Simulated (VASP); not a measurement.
# ZnS (F-43m) in VASP: settings compared

Aim: see how the results for ZnS move with the level of theory and the settings. Levels: HSE03, PBE0. Tasks: band structure.

Everything below comes from runs of VASP 6.6.1. Logs are shortened: lines on timing, memory, paths and dates and some standing lists are left out, and cuts for length are marked.

**What was measured.**

From “Electronic, vibrational, and thermodynamic properties of ZnS (zincblende and rocksalt structure)”, 2009, arxiv:0911.5022, for a bulk crystal of ZnS at 19 K: band gap 3.85 eV (direct).

The runs below are set against these values where they give the same quantity.

## Step 1: Starting point

It takes space group F-43m (No. 216, cubic). Conventional cell: a = 5.404 Å, b = 5.404 Å, c = 5.404 Å, α = 90.00°, β = 90.00°, γ = 90.00°. Zn (site symmetry -43m) has 4 S at 2.34 Å as nearest neighbours. Around S (site symmetry -43m) lie 4 Zn at 2.34 Å.

## Step 2: Band structure, HSE03

POSCAR reads:

```
ZnS
1.0
    0.0000000000      2.7020000000      2.7020000000
    2.7020000000      0.0000000000      2.7020000000
    2.7020000000      2.7020000000      0.0000000000
Zn S
1 1
Direct
    0.7500000000      0.7500000000      0.7500000000
    0.0000000000      0.0000000000      0.0000000000
```

INCAR.step1 reads:

```
SYSTEM = ZnS
PREC = Accurate ; ENCUT = 520
EDIFF = 1E-5 ; ISMEAR = 0
SIGMA = 0.02 ; LREAL = .FALSE.
LASPH = .TRUE. ; NELM = 100
ALGO = Normal ; ISIF = 2
LWAVE = .TRUE. ; LCHARG = .FALSE.
NBANDS = 16 ; GGA = PE
KPAR = 4
```

INCAR.step2 reads:

```
SYSTEM = ZnS
PREC = Accurate ; ENCUT = 520
EDIFF = 1E-7 ; ISMEAR = 0
SIGMA = 0.02 ; LREAL = .FALSE.
LASPH = .TRUE. ; NELM = 100
ALGO = Normal ; ISIF = 2
LWAVE = .FALSE. ; LCHARG = .FALSE.
GGA = PE ; LHFCALC = .TRUE.
HFSCREEN = 0.3 ; PRECFOCK = Fast
NBANDS = 16 ; ISTART = 1
KPAR = 4
```

KPOINTS reads:

```
Automatic mesh
0
G
  6 6 6
  0 0 0
```

KPOINTS_OPT reads:

```
path GXWKGLUWLK,UX
12
line-mode
reciprocal
 0.0000000000  0.0000000000  0.0000000000  G
 0.5000000000  0.0000000000  0.5000000000  X

 0.5000000000  0.0000000000  0.5000000000  X
 0.5000000000  0.2500000000  0.7500000000  W

 0.5000000000  0.2500000000  0.7500000000  W
 0.3750000000  0.3750000000  0.7500000000  K

 0.3750000000  0.3750000000  0.7500000000  K
 0.0000000000  0.0000000000  0.0000000000  G

 0.0000000000  0.0000000000  0.0000000000  G
 0.5000000000  0.5000000000  0.5000000000  L

 0.5000000000  0.5000000000  0.5000000000  L
 0.6250000000  0.2500000000  0.6250000000  U

 0.6250000000  0.2500000000  0.6250000000  U
 0.5000000000  0.2500000000  0.7500000000  W

 0.5000000000  0.2500000000  0.7500000000  W
 0.5000000000  0.5000000000  0.5000000000  L

 0.5000000000  0.5000000000  0.5000000000  L
 0.3750000000  0.3750000000  0.7500000000  K

 0.6250000000  0.2500000000  0.6250000000  U
 0.5000000000  0.0000000000  0.5000000000  X
```

Potentials or basis: VASP PAW PBE potentials, release 64 (Zn, S).

Started as:

```sh
cat potpaw_PBE.64/Zn/POTCAR potpaw_PBE.64/S/POTCAR > POTCAR
cp INCAR.step1 INCAR
mpirun -np 4 vasp_std > vasp.out
cp INCAR.step2 INCAR
mpirun -np 4 vasp_std > vasp.out
```

OUTCAR:

```text
SYSTEM = ZnS
   PREC = Accurate
   ENCUT = 520
   EDIFF = 1E-7
   ISMEAR = 0
   LREAL = .FALSE.
   LASPH = .TRUE.
   NELM = 100
   ISIF = 2
   GGA = PE
   LHFCALC = .TRUE.
   HFSCREEN = 0.3
   PRECFOCK = Fast
   ISTART = 1

 ion  position               nearest neighbor table
   1  0.750  0.750  0.750-   2 2.34   2 2.34   2 2.34   2 2.34
   2  0.000  0.000  0.000-   1 2.34   1 2.34   1 2.34   1 2.34

  LATTYP: Found a face centered cubic cell.
 ALAT       =     5.4040000000

  Lattice vectors:

 A1 = (   0.0000000000,   2.7020000000,   2.7020000000)
 A2 = (   2.7020000000,   0.0000000000,   2.7020000000)
 A3 = (   2.7020000000,   2.7020000000,   0.0000000000)

Analysis of symmetry for initial positions (statically):
=====================================================================
 Subroutine PRICEL returns:
 Original cell was already a primitive cell.

 Routine SETGRP: Setting up the symmetry group for a
 face centered cubic supercell.

 Subroutine GETGRP returns: Found 24 space group operations
 (whereof 24 operations were pure point group operations)
 out of a pool of 48 trial point group operations.

The static configuration has the point symmetry T_d .

Analysis of symmetry for dynamics (positions and initial velocities):
=====================================================================
 Subroutine PRICEL returns:
 Original cell was already a primitive cell.

 Routine SETGRP: Setting up the symmetry group for a
 face centered cubic supercell.

 Subroutine GETGRP returns: Found 24 space group operations
 (whereof 24 operations were pure point group operations)
 out of a pool of 48 trial point group operations.

The dynamic configuration has the point symmetry T_d .

 Subroutine INISYM returns: Found 24 space group operations
 (whereof 24 operations are pure point group operations),
 and found     1 'primitive' translations

----------------------------------------------------------------------------------------

                                     Primitive cell

  volume of cell :      39.4535

  direct lattice vectors                    reciprocal lattice vectors
     0.000000000  2.702000000  2.702000000    -0.185048113  0.185048113  0.185048113
     2.702000000  0.000000000  2.702000000     0.185048113 -0.185048113  0.185048113
[... 81 lines left out ...]
   NFREE  =      0    steps in history (QN), initial steepest desc. (CG)
   ISIF   =      2    stress and relaxation
   ISYM   =      3    0-nonsym 1-usesym 2-fastsym
   POTIM  = 0.5000    time-step for ionic-motion
   TEBEG  =    0.0;   TEEND  =   0.0 temperature during run
   PSTRESS=    0.0 pullay stress
   NELECT =      18.0000    total number of electrons
   NUPDOWN=      -1.0000    fix difference up-down
   EMIN   =  10.00;   EMAX   =-10.00  energy-range for DOS
   EFERMI =   0.00;   METHOD = LEGACY
   ISMEAR =     0;   SIGMA  =   0.02  broadening in eV -4-tet -1-fermi 0-gaus
   EFERMI_NEDOS =   21; number of points for ismear=-14 and -15
   IALGO  =     38    algorithm
   IMIX   =      1    mixing-type and parameters
     AMIX     =   0.40;   BMIX     =  1.00
     AMIX_MAG =   1.60;   BMIX_MAG =  1.00
  volume/ion in A,a.u.               =      19.73       133.12
  Fermi-wavevector in a.u.,A,eV,Ry     =   1.260290  2.381602 21.610537  1.588330
  Thomas-Fermi vector in A             =   2.393807
   LORBIT       =      0    0 simple, 1 ext, 2 COOP (PROOUT), +10 PAW based schemes
   GGA     = PE    functional components
   LHFCALC =     T    Hartree Fock is set to
   PRECFOCK=fast      Normal, Fast or Accurate (Low or Medium for compatibility)
   ENCUT4O =  -1.0   cutoff for four orbital integrals eV
   NKREDX  =     1    reduce k-point grid by
   NKREDY  =     1    reduce k-point grid by
   NKREDZ  =     1    reduce k-point grid by
   AEXX    =    0.2500 exact exchange contribution
   HFSCREEN=    0.3000 screening length (either q_TF or 0.3 A-1)
   HFSCREENC=   0.3000 screening length for correlation (either q_TF or 0.3 A-1)
   ENCUTFOCK=  -1.0 apply spherical cutoff to Coloumb kernel
   IVDW    =     0    specifies the selected vdW correction
   LEPSILON=     F    determine dielectric tensor
   LRPA    =     F    only Hartree local field effects (RPA)
 non-spin polarized calculation
 Gauss-broadening in eV      SIGMA  =   0.02
  energy-cutoff  :      520.00
  volume of cell :       39.45
 maximum number of plane-waves:      1073
  NGX = 16; NGY = 16; NGZ = 16

 number of electron      18.0000000 magnetization

 Free energy of the ion-electron system (eV)
  ---------------------------------------------------
  ext. energy  EPLUGINS =         0.00000000
  ---------------------------------------------------
  free energy    TOTEN  =        -8.15021119 eV

  energy without entropy =       -8.15021119  energy(sigma->0) =       -8.15021119

 E-fermi :   1.5944     XC(G=0):  -8.1133

 val. band max:        1.5007424078   @ k =   0.0000   0.0000   0.0000
 cond. band min:       4.6232986705   @ k =   0.0000   0.0000   0.0000
 fundamental gap:      3.1225562627
 Fermi energy:         1.5943626708

 k-point     1 :       0.0000    0.0000    0.0000
  band No.  band energies     occupation
      1     -12.7389      2.00000
      2      -6.2804      2.00000
      3      -6.2804      2.00000
      4      -6.2804      2.00000
      5      -5.8370      2.00000
      6      -5.8370      2.00000
[... 281 lines left out ...]
      3      -6.0269      2.00000
      4      -5.9251      2.00000
      5      -5.8116      2.00000
      6      -5.4344      2.00000
[... 8 lines left out ...]
     15      16.8279      0.00000
     16      17.6425      0.00000

------------------------ aborting loop because EDIFF is reached ----------------------------------------

  FORCE on cell =-STRESS in cart. coord.  units (eV):
  Direction    XX          YY          ZZ          XY          YZ          ZX
  --------------------------------------------------------------------------------------
  -------------------------------------------------------------------------------------
  Total        0.2733379      0.2733379      0.2733379     -0.0000000     -0.0000000      0.0000000
  in kB       11.1000372     11.1000372     11.1000372     -0.0000000     -0.0000000      0.0000000
  external PRESSURE =      11.1000372 kB  Pullay stress =       0.0000000 kB

 VOLUME and BASIS-vectors are now :
 -----------------------------------------------------------------------------
  energy-cutoff  :      520.00
  volume of cell :       39.45
      direct lattice vectors                 reciprocal lattice vectors
     0.000000000  2.702000000  2.702000000    -0.185048113  0.185048113  0.185048113
     2.702000000  0.000000000  2.702000000     0.185048113 -0.185048113  0.185048113
     2.702000000  2.702000000  0.000000000     0.185048113  0.185048113 -0.185048113

 POSITION                                       TOTAL-FORCE (eV/Angst)
 -----------------------------------------------------------------------------------
      4.05300      4.05300      4.05300         0.000000     -0.000000      0.000000
      0.00000      0.00000      0.00000        -0.000000      0.000000     -0.000000
 -----------------------------------------------------------------------------------
    total drift:                                0.000023      0.000020      0.000014

  FREE ENERGIE OF THE ION-ELECTRON SYSTEM (eV)
  ---------------------------------------------------
  free  energy   TOTEN  =        -8.1502111880 eV

  energy  without entropy=       -8.1502111880  energy(sigma->0) =       -8.15021119
```

OSZICAR.step1:

```text
N       E                     dE             d eps       ncg     rms          rms(c)
DAV:   1     0.829871066704E+02    0.82987E+02   -0.84568E+03   512   0.130E+03
DAV:   2    -0.206117129290E+01   -0.85048E+02   -0.79178E+02   584   0.255E+02
DAV:   3    -0.722408277853E+01   -0.51629E+01   -0.51376E+01   664   0.592E+01
DAV:   4    -0.727227956279E+01   -0.48197E-01   -0.48182E-01   624   0.603E+00
DAV:   5    -0.727278448276E+01   -0.50492E-03   -0.50491E-03   632   0.595E-01    0.686E+00
DAV:   6    -0.686491842792E+01    0.40787E+00   -0.73557E-01   744   0.299E+01    0.535E+00
DAV:   7    -0.684447719046E+01    0.20441E-01   -0.25113E-01   616   0.449E+00    0.274E+00
DAV:   8    -0.684378007552E+01    0.69711E-03   -0.50791E-03   648   0.853E-01    0.725E-01
DAV:   9    -0.684402956788E+01   -0.24949E-03   -0.12797E-03   616   0.284E-01    0.974E-02
DAV:  10    -0.684420301906E+01   -0.17345E-03   -0.24019E-04   600   0.133E-01    0.526E-02
DAV:  11    -0.684419288930E+01    0.10130E-04   -0.34866E-05   608   0.735E-02    0.826E-03
DAV:  12    -0.684419325834E+01   -0.36904E-06   -0.32331E-06   352   0.192E-02
   1 F= -.68441933E+01 E0= -.68441933E+01  d E =-.460323E-23
```

It took 8.8 min on 4 MPI ranks of Intel Xeon 6975P-C (Granite Rapids), shared host; peak memory 0.34 GiB.

Results:

| Item | Value |
| --- | --- |
| Free energy | -8.1502 eV |
| Pressure | 1.1 GPa |
| Band gap on the k mesh | 3.12 eV, direct |
| Band gap along the path | 3.12 eV, direct |

Levels at the corners of the path, in eV from the valence-band top:
| point | band 7 | band 8 | band 9 | band 10 | band 11 | band 12 |
| --- | --- | --- | --- | --- | --- | --- |
| Γ | 0.00 | 0.00 | 0.00 | 3.12 | 7.45 | 7.45 |
| X | -4.93 | -2.32 | -2.32 | 4.17 | 5.04 | 12.29 |
| X | -4.93 | -2.32 | -2.32 | 4.17 | 5.04 | 12.29 |
| W | -4.77 | -2.94 | -2.83 | 6.56 | 7.29 | 8.99 |
| W | -4.77 | -2.94 | -2.83 | 6.56 | 7.29 | 8.99 |
| K | -4.84 | -3.30 | -1.89 | 5.01 | 7.04 | 10.51 |
| K | -4.84 | -3.30 | -1.89 | 5.01 | 7.04 | 10.51 |
| Γ | 0.00 | 0.00 | 0.00 | 3.12 | 7.45 | 7.45 |
| Γ | 0.00 | 0.00 | 0.00 | 3.12 | 7.45 | 7.45 |
| L | -5.53 | -0.90 | -0.90 | 4.33 | 7.95 | 7.95 |
| L | -5.53 | -0.90 | -0.90 | 4.33 | 7.95 | 7.95 |
| U | -4.84 | -3.30 | -1.89 | 5.01 | 7.04 | 10.51 |
| U | -4.84 | -3.30 | -1.89 | 5.01 | 7.04 | 10.51 |
| W | -4.77 | -2.94 | -2.83 | 6.56 | 7.29 | 8.99 |
| W | -4.77 | -2.94 | -2.83 | 6.56 | 7.29 | 8.99 |
| L | -5.53 | -0.90 | -0.90 | 4.33 | 7.95 | 7.95 |
| L | -5.53 | -0.90 | -0.90 | 4.33 | 7.95 | 7.95 |
| K | -4.84 | -3.30 | -1.89 | 5.01 | 7.04 | 10.51 |
| U | -4.84 | -3.30 | -1.89 | 5.01 | 7.04 | 10.51 |
| X | -4.93 | -2.32 | -2.32 | 4.17 | 5.04 | 12.29 |

Caveat: the PAW data sets were made with another functional, which shifts forces and pressure a little.

## Step 3: Band structure, PBE0

POSCAR is that of step 2.

INCAR.step1 is that of step 2.

Changes to INCAR.step2 since step 2:

```diff
@@ -8,4 +8,4 @@
 GGA = PE ; LHFCALC = .TRUE.
-HFSCREEN = 0.3 ; PRECFOCK = Fast
+AEXX = 0.25 ; PRECFOCK = Fast
 NBANDS = 16 ; ISTART = 1
-KPAR = 4
+HFRCUT = -1 ; KPAR = 4
```

KPOINTS is that of step 2.

KPOINTS_OPT is that of step 2.

Potentials or basis: VASP PAW PBE potentials, release 64 (Zn, S).

Started as:

```sh
cat potpaw_PBE.64/Zn/POTCAR potpaw_PBE.64/S/POTCAR > POTCAR
cp INCAR.step1 INCAR
mpirun -np 4 vasp_std > vasp.out
cp INCAR.step2 INCAR
mpirun -np 4 vasp_std > vasp.out
```

Wall time 9 min (4 MPI ranks of Intel Xeon 6975P-C (Granite Rapids), shared host); peak memory 0.25 GiB.

The run converged. Its results:

```
Free energy             : -8.9267 eV
Pressure                : 0.7 GPa
Band gap on the k mesh  : 4.00 eV, direct
Band gap along the path : 4.00 eV, direct
```

Levels at the corners of the path, in eV from the valence-band top:
```csv
point,band 7,band 8,band 9,band 10,band 11,band 12
Γ,0.00,0.00,0.00,4.00,8.41,8.41
X,-5.05,-2.38,-2.38,5.07,5.97,13.29
X,-5.05,-2.38,-2.38,5.07,5.97,13.29
W,-4.89,-3.02,-2.91,7.50,8.28,9.97
W,-4.89,-3.02,-2.91,7.50,8.28,9.97
K,-4.96,-3.39,-1.94,5.93,8.02,11.49
K,-4.96,-3.39,-1.94,5.93,8.02,11.49
Γ,0.00,0.00,0.00,4.00,8.41,8.41
Γ,0.00,0.00,0.00,4.00,8.41,8.41
L,-5.67,-0.93,-0.93,5.24,8.91,8.91
L,-5.67,-0.93,-0.93,5.24,8.91,8.91
U,-4.96,-3.39,-1.94,5.93,8.02,11.49
U,-4.96,-3.39,-1.94,5.93,8.02,11.49
W,-4.89,-3.02,-2.91,7.50,8.28,9.97
W,-4.89,-3.02,-2.91,7.50,8.28,9.97
L,-5.67,-0.93,-0.93,5.24,8.91,8.91
L,-5.67,-0.93,-0.93,5.24,8.91,8.91
K,-4.96,-3.39,-1.94,5.93,8.02,11.49
U,-4.96,-3.39,-1.94,5.93,8.02,11.49
X,-5.05,-2.38,-2.38,5.07,5.97,13.29
```

Caveat: the PAW data sets were made with another functional, which shifts forces and pressure a little.

## Step 4: The reference run

An earlier run on the cell as given: functional PBEsol; potentials or basis VASP PAW PBE potentials, release 64 (Zn, S); cutoff 520 eV; k mesh 9 × 9 × 9; occupations fermi-dirac, width 0.05 eV; no spin polarisation.

- Pressure: -1.8 GPa
- Band gap on the k mesh: 1.98 eV, direct

## Step 5: Overview

| task | level | k mesh | smearing | grid for exact exchange (PRECFOCK) | exchange at q = 0 | gap on the mesh (eV) | pressure (GPa) |
| --- | --- | --- | --- | --- | --- | --- | --- |
| band structure | HSE03 | 6 × 6 × 6 | gaussian 0.02 eV | Fast | - | 3.12 | 1.1 |
| band structure | PBE0 | 6 × 6 × 6 | gaussian 0.02 eV | Fast | truncated | 4.00 | 0.7 |
| single point | PBEsol | 9 × 9 × 9 | fermi-dirac 0.05 eV | - | - | 1.98 | -1.8 |

Alike in all rows: potentials or basis VASP PAW PBE potentials, release 64 (Zn, S); no spin polarisation; cell as given; cutoff (eV) 520.

On the cell as given the gap runs from 1.98 eV (PBEsol) to 4.00 eV (PBE0); the meshes differ, which moves gaps too. The pressure there spans -1.8 GPa (PBEsol) to 1.1 GPa (HSE03); a positive pressure means that this level wants a larger cell, a negative one a smaller.

Caveats: the PAW data sets were made with another functional, which shifts forces and pressure a little.

Absolute energies hang on the potentials; compare differences alone.

## Step 6: Comparison with measurements

Step 2. Measured gap of ZnS: 3.85 eV (direct; 19 K; quoted in “Electronic, vibrational, and thermodynamic properties of ZnS (zincblende and rocksalt structure)”, 2009, arxiv:0911.5022). This calculation gives 3.12 eV (-0.73 eV). The value is that of HSE03, without temperature or zero-point motion.

Step 3. A measured gap of ZnS is 3.85 eV (direct; 19 K; quoted in “Electronic, vibrational, and thermodynamic properties of ZnS (zincblende and rocksalt structure)”, 2009, arxiv:0911.5022); the calculated 4.00 eV misses it by +0.15 eV. The value is that of PBE0, without temperature or zero-point motion.
